**Q:** I have nine candidate cells of MgS, and each one forms from the elements with a release of energy. Does that make them stable?

**A:** No, it only says that each beats metallic magnesium plus sulphur.

MgS cells relaxed with Ansatz 0.2.0 using PBE, PAW and plane waves to 420 eV, without spin polarization or a dispersion correction, each keeping its starting symmetry. Energies over the elements are uncorrected and refer to the elements' standard states; the hull is the lowest mixture of the elements and database phases, relaxed alike.

```tsv
system	space group	volume (Å³/atom)	shortest distance (Å)	energy over elements (eV/atom)	energy over hull (eV/atom)	lowest mixture of rivals
MgS (P6_3mc)	P6_3mc	23.12	2.46	-1.434	0.010	MgS (225)
MgS (P4_2/mnm)	P4_2/mnm	24.12	2.45	-1.415	0.029	MgS (225)
MgS (Pm-3n)	Pm-3n	28.40	2.47	-1.363	0.081	MgS (225)
MgS (P4_12_12)	P4_12_12	22.41	2.48	-1.312	0.132	MgS (225)
MgS (Pa-3)	Pa-3	21.31	2.41	-1.310	0.134	MgS (225)
MgS (P-6m2)	P-6m2	18.66	2.66	-1.195	0.249	MgS (225)
MgS (Cmmm)	Cmmm	24.46	2.48	-1.082	0.363	MgS (225)
MgS (Pm-3m)	Pm-3m	17.58	2.84	-0.823	0.621	MgS (225)
MgS (P6/mmm)	P6/mmm	83.71	2.23	-0.394	1.050	MgS (225)
```

To be the stable form, a cell must also beat every other way of arranging the same atoms. The column "energy over hull" makes that comparison, and here the hull is simply MgS in the rocksalt structure (space group 225). Rocksalt lies 1.444 eV/atom below the elements, and all nine cells lie above it. Even the separate chains (P6/mmm) form with a gain of 0.394 eV/atom, yet they are 1.05 eV/atom worse than rocksalt.

Losing to rocksalt does not mean that a cell can't last. Diamond is higher in energy than graphite but persists because a barrier blocks the change, and MgS with four neighbours around each ion has been grown as thin films. A cell can last in this way only if it sits in a true energy minimum with high enough barriers around it. Neither was tested here, and most of these cells are invented ones, unknown in nature.

**Q:** Which cell comes closest to rocksalt?

**A:** P6_3mc, a stacking of tetrahedra in which every ion has four neighbours instead of six. It is only 0.010 eV/atom higher, less than one per cent of the energy of formation.

**Q:** Why is it so close, when the structures are so different?

**A:** Two effects nearly cancel. Six neighbours give a better arrangement of charges, but at the same distance they also push back harder than four would, so each Mg–S bond is longer: 2.615 Å in rocksalt against 2.46 Å in the tetrahedral cell.

Hard balls give a rough picture of how many neighbours fit. Six large balls can all touch a small one only if its radius is at least 0.41 of theirs, and for Mg and S the ratio is roughly 0.4. The picture places MgS near the border between six and four neighbours. Real ions are soft and share electrons, so it can't pick the winner.

**Q:** Can you put that into numbers?

**A:** Treat the solid as ions of charge +2 and −2. The attraction per formula unit is $4Me^2/d$, where $d$ is the bond length, $e^2=14.4$ eV Å, and the Madelung constant $M$ sums the attractions and repulsions of the whole lattice. The repulsion of the electron shells falls off as $\exp(-d/\rho)$, with $\rho\approx0.33$ Å, a usual value for ionic crystals. At the best bond length the two forces balance, which fixes the repulsion energy at $\rho/d$ times the attraction:

$$E=-\frac{4Me^2}{d}\left(1-\frac{\rho}{d}\right)$$

Rocksalt: $-\dfrac{4(1.748)(14.4)}{2.615}\left(1-\dfrac{0.33}{2.615}\right)=-33.6$ eV

Tetrahedral: $-\dfrac{4(1.640)(14.4)}{2.46}\left(1-\dfrac{0.33}{2.46}\right)=-33.2$ eV

The difference is 0.4 eV per formula unit, or 0.2 eV/atom. Rocksalt's $M$ is 7% larger, but its bonds are 6% longer, so the attraction is almost the same in both. The small difference that remains has two parts: rocksalt has slightly more attraction and slightly less repulsion.

**Q:** But the full calculation gives 0.010, not 0.2.

**A:** Yes, and this is where the ionic picture fails. It subtracts two energies of more than 33 eV, so a small fault in either spoils the result. One plausible fault is that it leaves out covalent bonding, which favours four neighbours in a tetrahedron. That is an argument and not a result, since these energies do not test it separately. Nor can the number of neighbours be the whole story: Pm-3n, P4_12_12 and Pa-3 were also built as nets with four neighbours around each ion, yet they lie 0.081 to 0.134 eV/atom above rocksalt.

**Q:** Is the picture still of use for the other cells?

**A:** It is, as a guide to order. I applied it to five cells, using their computed bond lengths but adjusting no constant to their energies, and it ranks all five correctly. Apart from the near tie with P6_3mc, its gaps to rocksalt are one and a half to two times too large, as the output below shows. For one of the five, P-6m2, I summed $M$ with the edges of the starting cell, which are about 0.002 Å longer than the relaxed ones (3.611 and 3.305 Å). $M$ depends only on the shape of the cell, which is practically the same in both, so the ranking is not affected. The remaining four cells of the table were not tried.

The rule is to compare the change in $M$ with the change in $d$. Going from rocksalt to the CsCl type (Pm-3m), with eight neighbours, raises $M$ by only 1% but stretches the bonds by 9%, so energy is lost. In the chains the bonds shrink by 15%, but $M$ falls by about a fifth, and energy is lost again.

**Q:** How far can I trust rocksalt's first place?

**A:** Against the tetrahedral cell, not on this calculation alone. A density functional of this kind can err by 0.01 eV/atom or more when the number of neighbours changes. The known faults do point in a reassuring direction: PBE tends to favour open structures, and the dispersion attraction left out here would help the denser rocksalt. MgS is indeed known as rocksalt. The P4_2/mnm cell, which also has four neighbours around each ion and lies only 0.029 eV/atom up, calls for similar caution.

The leads of 0.25 eV/atom and more over the last four cells are far safer. Some doubts remain about their size. The CsCl type came out metallic and was computed without spin, so a magnetic state could lie lower, though that is unlikely in a compound with no open d or f shell. The flat sheets (Cmmm) and the chains (P6/mmm) lack the dispersion that would draw them together. For the chains the program also warned that the exchange-correlation potential is rough where the electron density is thin, so their energy is less certain. Every cell also kept the symmetry it started with, so some may be saddle points that would move to a lower energy if freed. And rocksalt is first only among the phases computed here.

**Q:** What would reverse the order?

**A:** For the tetrahedral cell, an error or a vibrational contribution of just 0.010 eV/atom in its favour. Pressure works the other way, because that cell takes up 29% more volume. It would take a slight tension, about 0.3 GPa, to level the two.

Only the CsCl type is denser than rocksalt, so it is the only one of the nine that compression favours at first. Its volume advantage is tiny and its energy cost large, which puts the pressure needed at hundreds of GPa. That is an order of magnitude, since it assumes that the volume difference stays as it is at zero pressure.

Numerical output:

```
Against rocksalt:
             row  energy above rocksalt in meV/atom  extra volume in A3/atom
    MgS (P6_3mc)                                 10                    5.241
  MgS (P4_2/mnm)                                 29                    6.241
     MgS (Pm-3n)                                 81                    10.52
  MgS (P4_12_12)                                132                    4.531
      MgS (Pa-3)                                134                    3.431
     MgS (P-6m2)                                249                    0.781
      MgS (Cmmm)                                363                    6.581
     MgS (Pm-3m)                                621                   -0.299
    MgS (P6/mmm)                               1050                    65.83
Rocksalt energy over the elements, eV/atom: -1.444
Lead over the 4H-type form as percent of that energy: 0.6925
Extra volume of the 4H-type form over rocksalt, percent: 29.31
Mg-S distance in rocksalt, A: 2.615
S-S distance in rocksalt, A: 3.698
S-S distance in the 4H-type form, A: 4.04
Radius ratio Mg to S, rough: 0.4
Ratio at which six anions touch each other: 0.4142
Pressure that would level rocksalt and 4H-type, GPa: -0.3057
Zero-pressure tangent estimate towards CsCl type, GPa, order of magnitude only: 332.8
Pa-3 less P4_12_12, eV/atom: 0.002
Madelung constant of the WC-type cell: 1.723
Ionic estimate above rocksalt, 4H type, eV/atom: 0.1982
Ionic estimate above rocksalt, WC type, eV/atom: 0.4811
Ionic estimate above rocksalt, flat sheets, eV/atom: 0.5533
Ionic estimate above rocksalt, CsCl type, eV/atom: 1.022
Ionic estimate above rocksalt, chains, eV/atom: 1.572
```
